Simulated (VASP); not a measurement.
**BN in VASP: one cell, several levels of theory**

What does VASP give for wurtzite BN, under +4.0 % equal strain in all directions, the cell held fixed? Runs: PBE, r2SCAN. The results are then set beside those of Ansatz 0.2.0 for the same cell.

Code: VASP 6.6.1. PAW datasets, plane waves. Calculated at 0 K for a non-magnetic cell.

## Step 1: Starting point

The cell comes from an earlier relaxation with r2SCAN in another program, then strained, with the atoms relaxed again.

The symmetry is P6_3mc (No. 186, hexagonal); conventional cell a = 2.646 Å, c = 4.376 Å, 6.63 Å³ an atom. Around B lie 4 N at 1.62–1.64 Å; around N lie 4 B at 1.62–1.64 Å.

Coordinates:

Space group P6_3mc (No. 186). a = 2.646 Å, b = 2.646 Å, c = 4.376 Å, α = 90.00°, β = 90.00°, γ = 120.00°
| atom | site | symmetry | x | y | z |
| --- | --- | --- | --- | --- | --- |
| B | 2b | 3m. | 0.3333 | 0.6667 | 0.9997 |
| N | 2b | 3m. | 0.3333 | 0.6667 | 0.3753 |

## Step 2: Single point with PBE

INCAR reads:

```
ENCUT = 520.000000
SIGMA = 0.020000
EDIFF = 1.00e-07
GGA = PE
PREC = Accurate
IBRION = -1
ISIF = 2
ISMEAR = -1
NBANDS = 16
NELM = 120
NSW = 0
LASPH = .TRUE.
LCHARG = .FALSE.
LWAVE = .FALSE.
LREAL = .FALSE.
```

KPOINTS reads:

```
KPOINTS created by Atomic Simulation Environment
0
Gamma
12 12 6
0 0 0
```

KPOINTS_OPT reads:

```
special points
7
Reciprocal
0.0000000000 0.0000000000 0.0000000000 1
0.5000000000 0.0000000000 0.0000000000 1
0.3333333333 0.3333333333 0.0000000000 1
0.0000000000 0.0000000000 0.5000000000 1
0.5000000000 0.0000000000 0.5000000000 1
0.3333333333 0.3333333333 0.5000000000 1
0.1000000000 0.0000000000 0.0000000000 1
```

POSCAR reads:

```
B  N
 1.0000000000000000
     2.6457079995215311    0.0000000000288676    0.0000000000000000
    -1.3228539997857653    2.2912503385669196    0.0000000000000000
     0.0000000000000000    0.0000000000000000    4.3761279552000003
 B   N
   2   2
Cartesian
 -0.0000000000166665  1.5275002257209025 -0.0014749458806350
  1.3228539997524325  0.7637501128748850  2.1865890317193650
 -0.0000000000166665  1.5275002257209025  1.6425229290806351
  1.3228539997524325  0.7637501128748850  3.8305869066806348
```

The run uses the recommended PBE PAW datasets (16 valence electrons a neutral cell).

Command:

```
$ mpirun -np 1 vasp_std
```

Printed to the terminal (iteration lines stand in OSZICAR):

```text
POSCAR found type information on POSCAR B N
 POSCAR found :  2 types and       4 ions
 LDA part: xc-table for (Slater+PW92), standard interpolation
 POSCAR, INCAR and KPOINTS ok, starting setup
 FFT: planning ... GRIDC
 FFT: planning ... GRID_SOFT
 FFT: planning ... GRID
 WAVECAR not read
 entering main loop
 Start KPOINTS_OPT (optional k-point list driver)
k-point batch [1-7\7]
```

OSZICAR:

```text
N       E                     dE             d eps       ncg     rms          rms(c)
DAV:   1     0.372688920530E+02    0.37269E+02   -0.81513E+03  2432   0.956E+02
DAV:   2    -0.337598639856E+02   -0.71029E+02   -0.66116E+02  3520   0.219E+02
DAV:   3    -0.361677230615E+02   -0.24079E+01   -0.24018E+01  2768   0.374E+01
DAV:   4    -0.361746031108E+02   -0.68800E-02   -0.68795E-02  2944   0.230E+00
DAV:   5    -0.361746249592E+02   -0.21848E-04   -0.21848E-04  2696   0.120E-01    0.865E+00
DAV:   6    -0.346430306804E+02    0.15316E+01   -0.21507E+00  3032   0.133E+01    0.398E+00
DAV:   7    -0.345698346565E+02    0.73196E-01   -0.24828E-01  2896   0.406E+00    0.255E+00
DAV:   8    -0.345501348092E+02    0.19700E-01   -0.48540E-02  2872   0.171E+00    0.261E-01
DAV:   9    -0.345486886335E+02    0.14462E-02   -0.17946E-03  2776   0.507E-01    0.109E-01
DAV:  10    -0.345489933821E+02   -0.30475E-03   -0.59936E-04  2888   0.182E-01    0.257E-02
DAV:  11    -0.345490029162E+02   -0.95340E-05   -0.30592E-05  2984   0.544E-02    0.138E-02
DAV:  12    -0.345490042523E+02   -0.13361E-05   -0.60265E-06  2912   0.238E-02    0.186E-03
DAV:  13    -0.345490043799E+02   -0.12758E-06   -0.19230E-07  2448   0.424E-03    0.984E-04
DAV:  14    -0.345490044115E+02   -0.31627E-07   -0.15306E-08  1216   0.122E-03
   1 F= -.34549004E+02 E0= -.34549004E+02  d E =-.126345E-12
       N       E                     dE             ncg
DAV:   1     0.181490689512E+04   -0.31047E+04      224
DAV:   2     0.129470837865E+04   -0.52020E+03      320
DAV:   3     0.127823583150E+04   -0.16473E+02      272
DAV:   4     0.127819160250E+04   -0.44229E-01      264
DAV:   5     0.127819145390E+04   -0.14861E-03      264
DAV:   6     0.127819145305E+04   -0.84220E-06      256
DAV:   7     0.127819145305E+04   -0.63903E-08      216
```

The lines after F= are the extra pass for the points of KPOINTS_OPT, at fixed density; their E is not a total energy.

Parts of OUTCAR:

```text
k-points           NKPTS =     76   k-points in BZ     NKDIM =     76   number of bands    NBANDS=     16

   NELECT =      16.0000    total number of electrons

   dimension x,y,z NGX =    20 NGY =   20 NGZ =   36
   dimension x,y,z NGXF=    40 NGYF=   40 NGZF=   72

  energy-cutoff  :      520.00
  volume of cell :       26.53
      direct lattice vectors                 reciprocal lattice vectors
     2.645708000  0.000000000  0.000000000     0.377970660  0.218221463  0.000000000
    -1.322854000  2.291250339  0.000000000    -0.000000000  0.436442925  0.000000000
     0.000000000  0.000000000  4.376127955     0.000000000  0.000000000  0.228512514

 k-points in reciprocal lattice and weights: KPOINTS created by Atomic Simulation Env
   0.00000000  0.00000000  0.00000000       0.001
   0.08333333  0.00000000  0.00000000       0.007
   0.16666667 -0.00000000  0.00000000       0.007
   0.25000000  0.00000000  0.00000000       0.007
   0.33333333  0.00000000  0.00000000       0.007
   0.41666667  0.00000000  0.00000000       0.007
   0.50000000  0.00000000  0.00000000       0.003
   0.08333333  0.08333333  0.00000000       0.007
[... 68 more k-points ...]

 E-fermi :   6.6264

 k-point     1 :       0.0000    0.0000    0.0000
  band No.  band energies     occupation
      1     -12.9505      2.00000
      2      -9.3207      2.00000
      3      -3.6779      2.00000
      4       4.2775      2.00000
      5       4.2775      2.00000
      6       5.9902      2.00000
      7       6.1540      2.00000
      8       6.1540      2.00000
      9      13.9730      0.00000
     10      14.0857      0.00000
     11      14.0857      0.00000
     12      14.3383      0.00000
     13      15.3578      0.00000
     14      17.2020      0.00000
     15      17.2020      0.00000
     16      20.9228      0.00000

 k-point     2 :       0.0833    0.0000    0.0000
  band No.  band energies     occupation
      1     -12.8134      2.00000
      2      -9.2180      2.00000
      3      -3.5404      2.00000
      4       3.6319      2.00000
      5       4.0304      2.00000
      6       5.6031      2.00000
      7       5.8574      2.00000
      8       6.0117      2.00000
      9      13.7110      0.00000
     10      14.3019      0.00000
     11      14.3556      0.00000
     12      14.8569      0.00000
     13      15.8467      0.00000
     14      17.2490      0.00000
     15      17.5850      0.00000
     16      20.7470      0.00000

 k-point     3 :       0.1667   -0.0000    0.0000
  band No.  band energies     occupation
      1     -12.4073      2.00000
      2      -8.9257      2.00000
      3      -3.1340      2.00000
      4       2.0961      2.00000
      5       3.4451      2.00000
      6       4.2643      2.00000
      7       5.4580      2.00000
      8       5.6256      2.00000
      9      13.3446      0.00000
     10      14.6262      0.00000
     11      15.0024      0.00000
     12      15.7611      0.00000
     13      16.6141      0.00000
     14      17.8703      0.00000
     15      18.5827      0.00000
     16      20.2787      0.00000

 k-point     4 :       0.2500    0.0000    0.0000
  band No.  band energies     occupation
      1     -11.7509      2.00000
      2      -8.5029      2.00000
      3      -2.4805      2.00000
      4       0.2979      2.00000
      5       2.6216      2.00000
      6       2.7841      2.00000
      7       4.7910      2.00000
      8       5.1302      2.00000
      9      12.9749      0.00000
     10      14.9070      0.00000
     11      15.6563      0.00000
     12      15.8240      0.00000
     13      17.3369      0.00000
     14      19.0367      0.00000
     15      19.8717      0.00000
     16      20.1528      0.00000

 k-point     5 :       0.3333    0.0000    0.0000
  band No.  band energies     occupation
      1     -10.8897      2.00000
      2      -8.0975      2.00000
      3      -1.6484      2.00000
      4      -1.2836      2.00000
      5       1.0074      2.00000
      6       2.2244      2.00000
      7       3.8876      2.00000
      8       4.6777      2.00000
      9      12.6834      0.00000
     10      14.5404      0.00000
     11      16.0496      0.00000
     12      16.1560      0.00000
     13      17.2613      0.00000
     14      20.1596      0.00000
     15      20.2914      0.00000
     16      21.1118      0.00000

[... the tables of k-points 6 to 76 left out ...]

  Total       -5.3225748     -5.3225748     -5.3449935     -0.0000000     -0.0000000      0.0000000
  in kB     -321.4607047   -321.4607047   -322.8146977     -0.0000000     -0.0000000      0.0000000
  external PRESSURE =    -321.9120357 kB  Pullay stress =       0.0000000 kB

 POSITION                                       TOTAL-FORCE (eV/Angst)
 -----------------------------------------------------------------------------------
     -0.00000      1.52750      4.37465        -0.000000      0.000000      0.009172
      1.32285      0.76375      2.18659         0.000000     -0.000000      0.009172
     -0.00000      1.52750      1.64252         0.000000     -0.000000     -0.009172
      1.32285      0.76375      3.83059        -0.000000      0.000000     -0.009172
 -----------------------------------------------------------------------------------
    total drift:                                0.000000      0.000000      0.000016

  FREE ENERGIE OF THE ION-ELECTRON SYSTEM (eV)
  ---------------------------------------------------
  free  energy   TOTEN  =       -34.5490044115 eV

  energy  without entropy=      -34.5490044115  energy(sigma->0) =      -34.54900441
```

Hardware: 1 MPI rank of Intel Xeon Platinum 8488C, shared host.

The levels at the points of KPOINTS_OPT are read from vasprun.xml.

Near the gap, in eV above the top of the last filled band v; c is the band after it:

| point | v−1 | v | c | c+1 |
| --- | --- | --- | --- | --- |
| Γ | 0.00 | 0.00 | 7.82 | 7.93 |
| M | -3.81 | -1.89 | 6.31 | 7.63 |
| K | -4.81 | -4.80 | 5.41 | 12.06 |
| A | -1.04 | -1.04 | 8.43 | 8.43 |
| L | -3.16 | -3.16 | 6.17 | 6.17 |
| H | -2.66 | -2.66 | 8.43 | 8.43 |

PBE gives an indirect gap of 5.41 eV, from Γ to K; the least direct gap is 7.69 eV. Pressure: -32.19 GPa; the forces vanish within 0.01 eV/Å.

## Step 3: r2SCAN at this geometry

INCAR reads:

```
ENCUT = 520.000000
SIGMA = 0.010000
EDIFF = 1.00e-07
ALGO = Normal
METAGGA = R2SCAN
PREC = Accurate
IBRION = -1
ISIF = 2
ISMEAR = 0
NBANDS = 16
NELM = 120
NSW = 0
LASPH = .TRUE.
LCHARG = .FALSE.
LWAVE = .FALSE.
LREAL = .FALSE.
```

KPOINTS is that of step 2.

KPOINTS_OPT is that of step 2.

POSCAR is that of step 2.

Command:

```
$ mpirun -np 1 vasp_std
```

Printed to the terminal (iteration lines stand in OSZICAR):

```text
POSCAR found type information on POSCAR B N
 POSCAR found :  2 types and       4 ions
 -----------------------------------------------------------------------------
|                                                                             |
|                                                                             |
|     You enforced a specific xc type in the INCAR file but a different       |
|     I HOPE YOU KNOW WHAT YOU ARE DOING!                                     |
|                                                                             |
 -----------------------------------------------------------------------------

 LDA part: xc-table for (None), standard interpolation
 POSCAR, INCAR and KPOINTS ok, starting setup
 FFT: planning ... GRIDC
 FFT: planning ... GRID_SOFT
 FFT: planning ... GRID
 WAVECAR not read
 entering main loop
 Start KPOINTS_OPT (optional k-point list driver)
k-point batch [1-7\7]
```

OSZICAR:

```text
N       E                     dE             d eps       ncg     rms          rms(c)
DAV:   1     0.312754009446E+02    0.31275E+02   -0.83724E+03  2432   0.984E+02
DAV:   2    -0.417654991961E+02   -0.73041E+02   -0.67968E+02  3496   0.226E+02
DAV:   3    -0.442414624633E+02   -0.24760E+01   -0.24696E+01  2808   0.386E+01
DAV:   4    -0.442488117603E+02   -0.73493E-02   -0.73487E-02  2952   0.240E+00
DAV:   5    -0.442488354648E+02   -0.23705E-04   -0.23704E-04  2744   0.127E-01    0.852E+00
DAV:   6    -0.378757391968E+02    0.63731E+01   -0.15952E+00  2944   0.107E+01    0.439E+00
DAV:   7    -0.379105075873E+02   -0.34768E-01   -0.40748E-01  3088   0.494E+00    0.247E+00
DAV:   8    -0.379186153552E+02   -0.81078E-02   -0.32921E-02  2920   0.175E+00    0.311E-01
DAV:   9    -0.379163077269E+02    0.23076E-02   -0.42851E-03  3024   0.833E-01    0.119E-01
DAV:  10    -0.379163823545E+02   -0.74628E-04   -0.64189E-04  2504   0.229E-01    0.803E-02
DAV:  11    -0.379163679994E+02    0.14355E-04   -0.11478E-04  2664   0.112E-01    0.992E-03
DAV:  12    -0.379163720832E+02   -0.40838E-05   -0.13769E-05  2864   0.337E-02    0.573E-03
DAV:  13    -0.379163729601E+02   -0.87694E-06   -0.99576E-08  2112   0.304E-03    0.301E-03
DAV:  14    -0.379163729171E+02    0.42983E-07   -0.28612E-08  1216   0.207E-03
   1 F= -.37916373E+02 E0= -.37916373E+02  d E =-.110357-123
       N       E                     dE             ncg
DAV:   1     0.178026917411E+04   -0.31393E+04      224
DAV:   2     0.123627898721E+04   -0.54399E+03      320
DAV:   3     0.121930239049E+04   -0.16977E+02      272
DAV:   4     0.121925956549E+04   -0.42825E-01      264
DAV:   5     0.121925943146E+04   -0.13404E-03      264
DAV:   6     0.121925943077E+04   -0.68995E-06      264
DAV:   7     0.121925943076E+04   -0.33783E-08      208
```

From OUTCAR:

```text
k-points           NKPTS =     76   k-points in BZ     NKDIM =     76   number of bands    NBANDS=     16

   NELECT =      16.0000    total number of electrons

   dimension x,y,z NGX =    20 NGY =   20 NGZ =   36
   dimension x,y,z NGXF=    40 NGYF=   40 NGZF=   72

  energy-cutoff  :      520.00
  volume of cell :       26.53
      direct lattice vectors                 reciprocal lattice vectors
     2.645708000  0.000000000  0.000000000     0.377970660  0.218221463  0.000000000
    -1.322854000  2.291250339  0.000000000    -0.000000000  0.436442925  0.000000000
     0.000000000  0.000000000  4.376127955     0.000000000  0.000000000  0.228512514

 k-points in reciprocal lattice and weights: KPOINTS created by Atomic Simulation Env
   0.00000000  0.00000000  0.00000000       0.001
   0.08333333  0.00000000  0.00000000       0.007
   0.16666667 -0.00000000  0.00000000       0.007
   0.25000000  0.00000000  0.00000000       0.007
   0.33333333  0.00000000  0.00000000       0.007
   0.41666667  0.00000000  0.00000000       0.007
   0.50000000  0.00000000  0.00000000       0.003
   0.08333333  0.08333333  0.00000000       0.007
[... 68 more k-points ...]

 E-fermi :   6.1642

 k-point     1 :       0.0000    0.0000    0.0000
  band No.  band energies     occupation
      1     -14.1433      2.00000
      2     -10.4450      2.00000
      3      -4.2048      2.00000
      4       4.0469      2.00000
      5       4.0469      2.00000
      6       5.8341      2.00000
      7       5.9986      2.00000
      8       5.9986      2.00000
      9      14.4490      0.00000
     10      14.6032      0.00000
     11      14.6032      0.00000
     12      14.7790      0.00000
     13      15.8812      0.00000
     14      17.8712      0.00000
     15      17.8712      0.00000
     16      21.8895      0.00000

 k-point     2 :       0.0833    0.0000    0.0000
  band No.  band energies     occupation
      1     -14.0014      2.00000
      2     -10.3391      2.00000
      3      -4.0624      2.00000
      4       3.3719      2.00000
      5       3.7901      2.00000
      6       5.4186      2.00000
      7       5.6971      2.00000
      8       5.8519      2.00000
      9      14.1987      0.00000
     10      14.7977      0.00000
     11      14.8860      0.00000
     12      15.3446      0.00000
     13      16.3916      0.00000
     14      17.9194      0.00000
     15      18.2822      0.00000
     16      21.6823      0.00000

 k-point     3 :       0.1667   -0.0000    0.0000
  band No.  band energies     occupation
      1     -13.5816      2.00000
      2     -10.0383      2.00000
      3      -3.6420      2.00000
      4       1.7683      2.00000
      5       3.1812      2.00000
      6       4.0092      2.00000
      7       5.2845      2.00000
      8       5.4523      2.00000
      9      13.8098      0.00000
     10      15.1358      0.00000
     11      15.5641      0.00000
     12      16.3241      0.00000
     13      17.1909      0.00000
     14      18.5814      0.00000
     15      19.3563      0.00000
     16      21.1263      0.00000

 k-point     4 :       0.2500    0.0000    0.0000
  band No.  band energies     occupation
      1     -12.9046      2.00000
      2      -9.6051      2.00000
      3      -2.9681      2.00000
      4      -0.1022      2.00000
      5       2.2826      2.00000
      6       2.4924      2.00000
      7       4.5953      2.00000
      8       4.9376      2.00000
      9      13.4066      0.00000
     10      15.4477      0.00000
     11      16.2457      0.00000
     12      16.3593      0.00000
     13      17.9465      0.00000
     14      19.8300      0.00000
     15      20.7511      0.00000
     16      21.0096      0.00000

 k-point     5 :       0.3333    0.0000    0.0000
  band No.  band energies     occupation
      1     -12.0205      2.00000
      2      -9.1913      2.00000
      3      -2.1391      2.00000
      4      -1.7137      2.00000
      5       0.5925      2.00000
      6       1.9085      2.00000
      7       3.6632      2.00000
      8       4.4659      2.00000
      9      13.0880      0.00000
     10      15.0480      0.00000
     11      16.6456      0.00000
     12      16.6896      0.00000
     13      17.8598      0.00000
     14      21.0477      0.00000
     15      21.1913      0.00000
     16      22.1014      0.00000

[... the tables of k-points 6 to 76 left out ...]

  Total       -6.0275974     -6.0275974     -6.0108342     -0.0000000     -0.0000000     -0.0000000
  in kB     -364.0410482   -364.0410482   -363.0286208     -0.0000000     -0.0000000     -0.0000000
  external PRESSURE =    -363.7035724 kB  Pullay stress =       0.0000000 kB

 POSITION                                       TOTAL-FORCE (eV/Angst)
 -----------------------------------------------------------------------------------
     -0.00000      1.52750      4.37465         0.000000     -0.000000      0.002588
      1.32285      0.76375      2.18659        -0.000000     -0.000000      0.002588
     -0.00000      1.52750      1.64252        -0.000000      0.000000     -0.002588
      1.32285      0.76375      3.83059        -0.000000     -0.000000     -0.002588
 -----------------------------------------------------------------------------------
    total drift:                                0.000000      0.000000      0.001186

  FREE ENERGIE OF THE ION-ELECTRON SYSTEM (eV)
  ---------------------------------------------------
  free  energy   TOTEN  =       -37.9163729171 eV

  energy  without entropy=      -37.9163729171  energy(sigma->0) =      -37.91637292
```

Hardware: 1 MPI rank of Intel Xeon Platinum 8488C, shared host.

The levels at the points of KPOINTS_OPT are read from vasprun.xml.

Levels at the named points, in eV from the top of band v (v: the last filled band by count, c: the next):

| point | v−1 | v | c | c+1 |
| --- | --- | --- | --- | --- |
| Γ | 0.00 | 0.00 | 8.45 | 8.60 |
| M | -3.92 | -1.96 | 6.85 | 8.23 |
| K | -4.99 | -4.98 | 5.91 | 12.92 |
| A | -1.07 | -1.07 | 9.09 | 9.09 |
| L | -3.30 | -3.30 | 6.73 | 6.73 |
| H | -2.77 | -2.77 | 9.08 | 9.08 |

The r2SCAN gap is 5.91 eV and indirect (Γ to K), with 8.34 eV as the least direct one. The pressure is -36.37 GPa; the forces vanish within 0.01 eV/Å.

## Step 4: Summary

```
 level  gap (eV)  pressure (GPa)  Ansatz: gap (eV)  Ansatz: pressure (GPa)
   PBE      5.41          -32.19              5.42                  -32.14
r2SCAN      5.91          -36.37              5.94                  -37.06
```

What this shows: The gap spans 5.41 eV (PBE) to 5.91 eV (r2SCAN). The pressure is highest with PBE (-32.2 GPa) and lowest with r2SCAN (-36.4 GPa), which orders the cells that they would relax to. The two programs agree on the gap within 0.03 eV, far less than the spread between functionals. The two codes have different PAW datasets and cutoffs.
